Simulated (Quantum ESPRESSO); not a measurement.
# PtS2 (P-3m1) in Quantum ESPRESSO: a series of runs

Runs on PtS2. Level: PBEsol. Tasks: dielectric tensor.

Program: Quantum ESPRESSO 7.5. These are calculated values, not measurements. Logs are shortened: lines on timing, memory, paths and dates and some standing lists are left out, and cuts for length are marked.

### Step 1. Starting point

The structure is trigonal, space group P-3m1 (No. 164). Conventional cell: a = 3.543 Å, b = 3.543 Å, c = 5.039 Å, α = 90.00°, β = 90.00°, γ = 120.00°. Pt (site symmetry -3m) is surrounded by 6 S at 2.34 Å. S (site symmetry 3m) has 3 Pt at 2.34 Å as nearest neighbours.

### Step 2. Dielectric tensor, PBEsol

File pw.in:

```
&CONTROL
  calculation = 'scf'
  prefix = 'pwscf'
  outdir = './tmp'
  pseudo_dir = './pseudo'
  tprnfor = .true.
  tstress = .true.
  disk_io = 'low'
/
&SYSTEM
  ibrav = 0
  celldm(1) = 8
  nat = 3
  ntyp = 2
  ecutwfc = 45
  ecutrho = 360
  nbnd = 21
  occupations = 'smearing'
  smearing = 'fd'
  degauss = 0.00367493
/
&ELECTRONS
  conv_thr = 6d-10
  electron_maxstep = 120
  mixing_beta = 0.5
/
ATOMIC_SPECIES
Pt   195.0840 pt_pbesol_v1.4.uspp.F.UPF
S     32.0600 s_pbesol_v1.4.uspp.F.UPF
CELL_PARAMETERS alat
  0.8369597005968   0.0000000000000   0.0000000000000
 -0.4184798502984   0.7248283626632   0.0000000000000
  0.0000000000000   0.0000000000000   1.1902439995955
ATOMIC_POSITIONS crystal
Pt     0.0000000000    0.0000000000    0.0000000000
S      0.6666666667    0.3333333333    0.7730000000
S      0.3333333333    0.6666666667    0.2270000000
K_POINTS automatic
4 4 2 0 0 0
```

File scf2.in:

```
&CONTROL
  calculation = 'scf'
  prefix = 'pwscf'
  outdir = './tmp'
  pseudo_dir = './pseudo'
  tprnfor = .true.
  tstress = .true.
  disk_io = 'low'
/
&SYSTEM
  ibrav = 0
  celldm(1) = 8
  nat = 3
  ntyp = 2
  ecutwfc = 45
  ecutrho = 360
  nbnd = 21
  occupations = 'fixed'
/
&ELECTRONS
  conv_thr = 1d-13
  electron_maxstep = 120
  mixing_beta = 0.5
  startingpot = 'file'
  startingwfc = 'file'
/
ATOMIC_SPECIES
Pt   195.0840 pt_pbesol_v1.4.uspp.F.UPF
S     32.0600 s_pbesol_v1.4.uspp.F.UPF
CELL_PARAMETERS alat
  0.8369597005968   0.0000000000000   0.0000000000000
 -0.4184798502984   0.7248283626632   0.0000000000000
  0.0000000000000   0.0000000000000   1.1902439995955
ATOMIC_POSITIONS crystal
Pt     0.0000000000    0.0000000000    0.0000000000
S      0.6666666667    0.3333333333    0.7730000000
S      0.3333333333    0.6666666667    0.2270000000
K_POINTS automatic
4 4 2 0 0 0
```

File ph.in:

```
dielectric of PtS2
&INPUTPH
  prefix = 'pwscf'
  outdir = './tmp'
  tr2_ph = 1d-18
  fildyn = 'dyn'
  niter_ph = 90
  alpha_mix(1) = 0.7
  epsil = .true.
  trans = .false.
  zeu = .true.
/
0.0000000000 0.0000000000 0.0000000000
```

Potentials or basis: GBRV 1.5 PBEsol.

Command:

```console
> OMP_NUM_THREADS=1 pw.x -in pw.in > pw.out
> OMP_NUM_THREADS=1 pw.x -in scf2.in > scf2.out
> OMP_NUM_THREADS=1 ph.x -in ph.in > ph.out
```

pw.out:

```text
This program is part of the open-source Quantum ESPRESSO suite
     for quantum simulation of materials; please cite
[... 9 lines left out ...]
     --------------------
     sticks:   dense  smooth     PW     G-vecs:    dense   smooth      PW
     Sum        1111     559    163                42615    15071    2465

     Using Slab Decomposition

     bravais-lattice index     =            0
     lattice parameter (alat)  =       8.0000  a.u.
     unit-cell volume          =     369.6968 (a.u.)^3
     number of atoms/cell      =            3
     number of atomic types    =            2
     number of electrons       =        28.00
     number of Kohn-Sham states=           21
     kinetic-energy cutoff     =      45.0000  Ry
     charge density cutoff     =     360.0000  Ry
     scf convergence threshold =      6.0E-10
     mixing beta               =       0.5000
     number of iterations used =            8  plain     mixing
     Exchange-correlation= SLA  PW   PSX  PSC
                           (   1   4  10   8   0   0   0)

     celldm(1)=   8.000000  celldm(2)=   0.000000  celldm(3)=   0.000000
     celldm(4)=   0.000000  celldm(5)=   0.000000  celldm(6)=   0.000000

     crystal axes: (cart. coord. in units of alat)
               a(1) = (   0.836960   0.000000   0.000000 )
               a(2) = (  -0.418480   0.724828   0.000000 )
               a(3) = (   0.000000   0.000000   1.190244 )

     reciprocal axes: (cart. coord. in units 2 pi/alat)
               b(1) = (  1.194801  0.689818 -0.000000 )
               b(2) = (  0.000000  1.379637  0.000000 )
               b(3) = (  0.000000 -0.000000  0.840164 )

     PseudoPot. # 1 for Pt read from file:
     pt_pbesol_v1.4.uspp.F.UPF
     Pseudo is Ultrasoft + core correction, Zval = 16.0
     Generated by new atomic code, or converted to UPF format
     Using radial grid of  985 points,  6 beta functions with:
                l(1) =   0
                l(2) =   0
                l(3) =   1
                l(4) =   1
                l(5) =   2
                l(6) =   2
     Q(r) pseudized with  8 coefficients,  rinner =    1.300   1.300   1.300
                                                       1.300   1.300

     PseudoPot. # 2 for S  read from file:
     s_pbesol_v1.4.uspp.F.UPF
     Pseudo is Ultrasoft + core correction, Zval =  6.0
     Generated by new atomic code, or converted to UPF format
     Using radial grid of  907 points,  6 beta functions with:
                l(1) =   0
                l(2) =   0
                l(3) =   1
                l(4) =   1
                l(5) =   2
                l(6) =   2
     Q(r) pseudized with  8 coefficients,  rinner =    1.300   1.300   1.300
                                                       1.300   1.300

     atomic species   valence    mass     pseudopotential
     Pt               16.00   195.08400     Pt( 1.00)
     S                 6.00    32.06000     S ( 1.00)

     12 Sym. Ops., with inversion, found

   Cartesian axes

     site n.     atom                  positions (alat units)
         1        Pt     tau(   1) = (   0.0000000   0.0000000   0.0000000  )
         2        S      tau(   2) = (   0.4184799   0.2416095   0.9200586  )
         3        S      tau(   3) = (  -0.0000000   0.4832189   0.2701854  )

     number of k points=     8  Fermi-Dirac smearing, width (Ry)=  0.0037
                       cart. coord. in units 2pi/alat
        k(    1) = (   0.0000000   0.0000000   0.0000000), wk =   0.0625000
        k(    2) = (   0.0000000   0.0000000  -0.4200819), wk =   0.0625000
        k(    3) = (   0.0000000   0.3449092   0.0000000), wk =   0.3750000
        k(    4) = (   0.0000000   0.3449092  -0.4200819), wk =   0.3750000
        k(    5) = (   0.0000000  -0.6898185   0.0000000), wk =   0.1875000
        k(    6) = (   0.0000000  -0.6898185  -0.4200819), wk =   0.1875000
        k(    7) = (   0.2987002   0.5173639   0.0000000), wk =   0.3750000
        k(    8) = (   0.2987002   0.5173639  -0.4200819), wk =   0.3750000

     Dense  grid:    42615 G-vectors     FFT dimensions: (  45,  45,  60)

     Smooth grid:    15071 G-vectors     FFT dimensions: (  30,  30,  45)

     Check: negative core charge=   -0.000001

     Initial potential from superposition of free atoms

     starting charge      27.4999, renormalised to      28.0000

     negative rho (up, down):  1.820E-01 0.000E+00
     Starting wfcs are   20 randomized atomic wfcs +    1 random wfcs

     Self-consistent Calculation

     iteration #  1     ecut=    45.00 Ry     beta= 0.50
     Davidson diagonalization with overlap
     ethr =  1.00E-02,  avg # of iterations =  5.8

     negative rho (up, down):  1.684E-01 0.000E+00

     total energy              =    -257.60799377 Ry
     estimated scf accuracy    <       2.26493269 Ry

     iteration #  2     ecut=    45.00 Ry     beta= 0.50
     Davidson diagonalization with overlap
     ethr =  8.09E-03,  avg # of iterations =  2.0

     negative rho (up, down):  1.728E-01 0.000E+00

     total energy              =    -258.29660097 Ry
     estimated scf accuracy    <       2.51623672 Ry

     iteration #  3     ecut=    45.00 Ry     beta= 0.50
     Davidson diagonalization with overlap
     ethr =  8.09E-03,  avg # of iterations =  1.2

     negative rho (up, down):  1.718E-01 0.000E+00

     total energy              =    -258.65067535 Ry
     estimated scf accuracy    <       0.02385026 Ry

     iteration #  4     ecut=    45.00 Ry     beta= 0.50
     Davidson diagonalization with overlap
     ethr =  8.52E-05,  avg # of iterations =  6.2

     negative rho (up, down):  1.707E-01 0.000E+00

     total energy              =    -258.66341959 Ry
     estimated scf accuracy    <       0.00523075 Ry

     iteration #  5     ecut=    45.00 Ry     beta= 0.50
     Davidson diagonalization with overlap
     ethr =  1.87E-05,  avg # of iterations =  2.5

     negative rho (up, down):  1.708E-01 0.000E+00

     total energy              =    -258.66434685 Ry
     estimated scf accuracy    <       0.00028021 Ry

     iteration #  6     ecut=    45.00 Ry     beta= 0.50
     Davidson diagonalization with overlap
     ethr =  1.00E-06,  avg # of iterations =  4.0

     negative rho (up, down):  1.708E-01 0.000E+00

     total energy              =    -258.66443813 Ry
     estimated scf accuracy    <       0.00000929 Ry

     iteration #  7     ecut=    45.00 Ry     beta= 0.50
     Davidson diagonalization with overlap
     ethr =  3.32E-08,  avg # of iterations =  3.9

     negative rho (up, down):  1.708E-01 0.000E+00

     total energy              =    -258.66444304 Ry
     estimated scf accuracy    <       0.00000047 Ry

     iteration #  8     ecut=    45.00 Ry     beta= 0.50
     Davidson diagonalization with overlap
     ethr =  1.69E-09,  avg # of iterations =  3.5

     negative rho (up, down):  1.708E-01 0.000E+00

     total energy              =    -258.66444330 Ry
     estimated scf accuracy    <       0.00000005 Ry

     iteration #  9     ecut=    45.00 Ry     beta= 0.50
     Davidson diagonalization with overlap
     ethr =  1.92E-10,  avg # of iterations =  2.5

     negative rho (up, down):  1.708E-01 0.000E+00

     total energy              =    -258.66444330 Ry
     estimated scf accuracy    <       0.00000001 Ry

     iteration # 10     ecut=    45.00 Ry     beta= 0.50
     Davidson diagonalization with overlap
     ethr =  4.16E-11,  avg # of iterations =  2.0

     negative rho (up, down):  1.708E-01 0.000E+00

     total energy              =    -258.66444331 Ry
     estimated scf accuracy    <          2.1E-09 Ry

     iteration # 11     ecut=    45.00 Ry     beta= 0.50
     Davidson diagonalization with overlap
     ethr =  7.43E-12,  avg # of iterations =  3.0

     negative rho (up, down):  1.708E-01 0.000E+00

     End of self-consistent calculation

          k = 0.0000 0.0000 0.0000 (  1875 PWs)   bands (ev):

   -43.2129 -43.2129 -43.0594  -4.9503  -1.6457   3.5701   3.5701   3.6869
     6.6431   6.6431   8.8428   9.5123   9.5123  10.5137  13.1020  13.1020
    15.2841  16.2492  18.4100  18.4100  22.4738

          k = 0.0000 0.0000-0.4201 (  1868 PWs)   bands (ev):

   -43.2129 -43.2129 -43.0595  -4.6697  -2.3506   3.5900   3.5900   4.9827
     6.6200   6.6200   8.1095   9.3249   9.3249   9.7385  13.5831  13.5831
    15.9618  17.8767  18.0971  18.0971  19.9913

          k = 0.0000 0.3449 0.0000 (  1886 PWs)   bands (ev):

   -43.2248 -43.2159 -43.0579  -4.1540  -2.0892   4.0282   4.0558   4.5531
     5.4114   6.2983   7.5916   9.1335   9.1416   9.9747  12.1443  12.9804
    16.0520  18.2148  19.1059  19.5723  19.8057

          k = 0.0000 0.3449-0.4201 (  1884 PWs)   bands (ev):

   -43.2248 -43.2159 -43.0580  -3.8884  -2.4966   3.5973   4.0451   4.9345
     5.8247   6.2731   7.7124   9.3104   9.3566   9.7950  11.7763  12.6555
    16.0831  17.7414  18.6650  20.4066  20.4407

          k = 0.0000-0.6898 0.0000 (  1900 PWs)   bands (ev):

   -43.2367 -43.2189 -43.0564  -2.9067  -2.6312   3.0283   4.4321   5.3741
     6.2357   7.2115   7.3233   7.3981   7.6176   8.2896  12.3896  13.4874
    16.0690  17.0175  18.7292  18.9394  21.4454

          k = 0.0000-0.6898-0.4201 (  1876 PWs)   bands (ev):

   -43.2366 -43.2189 -43.0565  -2.9942  -2.4505   2.7811   4.3346   5.2448
     5.7142   7.3104   7.3623   7.5300   7.9084   9.2781  12.7230  12.9857
    15.9282  16.0263  18.3201  20.7449  20.8335

          k = 0.2987 0.5174 0.0000 (  1889 PWs)   bands (ev):

   -43.2322 -43.2234 -43.0564  -3.0408  -2.4896   3.8113   4.3611   4.6289
     5.6598   6.0093   7.3489   7.8912   8.3350   9.9476  11.6302  12.3445
    16.3353  18.4641  18.8453  19.9759  20.2204

          k = 0.2987 0.5174-0.4201 (  1890 PWs)   bands (ev):

   -43.2322 -43.2234 -43.0565  -2.8679  -2.6307   3.6744   3.9359   4.8943
     5.7733   6.1308   7.3454   7.9036   8.4784   9.2134  12.5495  12.6989
    17.3038  17.5631  19.1240  19.2143  20.7984

     the Fermi energy is    11.0259 ev

!    total energy              =    -258.66444331 Ry
     estimated scf accuracy    <          9.8E-12 Ry
     smearing contrib. (-TS)   =      -0.00000020 Ry
     internal energy E=F+TS    =    -258.66444311 Ry

     The total energy is F=E-TS. E is the sum of the following terms:
     one-electron contribution =     -98.40937234 Ry
     hartree contribution      =      64.07245591 Ry
     xc contribution           =     -73.44865884 Ry
     ewald contribution        =    -150.87886783 Ry

     convergence has been achieved in  11 iterations

     negative rho (up, down):  1.708E-01 0.000E+00

     Forces acting on atoms (cartesian axes, Ry/au):

     atom    1 type  1   force =     0.00000000    0.00000000    0.00000000
     atom    2 type  2   force =     0.00000000    0.00000000   -0.04045408
     atom    3 type  2   force =     0.00000000    0.00000000    0.04045408

     Total force =     0.057211     Total SCF correction =     0.000003

     Computing stress (Cartesian axis) and pressure

     negative rho (up, down):  1.708E-01 0.000E+00
          total   stress  (Ry/bohr**3)                   (kbar)     P=       58.98
   0.00043612  -0.00000000   0.00000000           64.16       -0.00        0.00
  -0.00000000   0.00043612   0.00000000           -0.00       64.16        0.00
   0.00000000   0.00000000   0.00033067            0.00        0.00       48.64

=------------------------------------------------------------------------------=
   JOB DONE.
=------------------------------------------------------------------------------=
```

It took 64 s on 1 thread of Intel Xeon 6975P-C (Granite Rapids), shared host; peak memory 0.19 GiB.

What came out:

```
Free energy                             : -3519.3090 eV
Pressure                                : 5.9 GPa
Largest force                           : 1.040 eV/Å
Band gap on the k mesh                  : 1.12 eV, indirect (least direct gap 1.68 eV)
Electronic dielectric tensor (diagonal) : 16.89, 16.89, 10.99
Born charges (mean of the diagonal)     : Pt +1.32; S -0.56 e
```

Forces on the atoms (eV/Å):
```
Pt   0.000  0.000  0.000
S    0.000  0.000 -1.040
S    0.000  0.000  1.040
```

Levels at points of the mesh, in eV from the valence-band top:
```tsv
k point	band 10	band 11	band 12	band 13	band 14	band 15	band 16	band 17	band 18	band 19
(0.00, 0.00, 0.00)	-3.87	-1.67	-1.00	-1.00	0.00	2.59	2.59	4.77	5.74	7.90
(0.00, 0.00, -0.50)	-3.89	-2.40	-1.19	-1.19	-0.78	3.07	3.07	5.45	7.36	7.58
(0.00, -0.50, 0.00)	-3.30	-3.19	-3.12	-2.90	-2.22	1.88	2.97	5.56	6.50	8.22
(0.00, -0.50, -0.50)	-3.20	-3.15	-2.98	-2.61	-1.24	2.21	2.47	5.41	5.51	7.81
```

Electronic dielectric tensor:
```
16.89  0.00  0.00
 0.00 16.89  0.00
 0.00  0.00 10.99
```

Born effective charge tensors (e):
atom 1, Pt
```
 2.53  0.00  0.00
 0.00  2.53  0.00
 0.00  0.00 -1.09
```
atom 2, S
```
-1.11  0.00  0.00
 0.00 -1.11  0.00
 0.00  0.00  0.54
```
atom 3, S
```
-1.11  0.00  0.00
 0.00 -1.11  0.00
 0.00  0.00  0.54
```

Caveat: the k mesh is coarse (spacing up to 0.62 Å⁻¹), so the values aren't converged; the mesh is thin for the dielectric tensor, Born charges and intensities, which usually come out too large; the cell is more than 3 GPa from zero pressure, which shifts response properties; on a mesh that holds Γ this program's dielectric tensor can be off by some percent beyond the error of the mesh; spin-orbit coupling is left out, which moves the levels of the heavy elements; the Born charges break their sum rule by 0.20 e, a sign of too thin a mesh; forces of over 1 eV/Å show positions far from the minimum, so gaps and moduli don't describe the material at rest.

(Continued in part 2 of 3.)
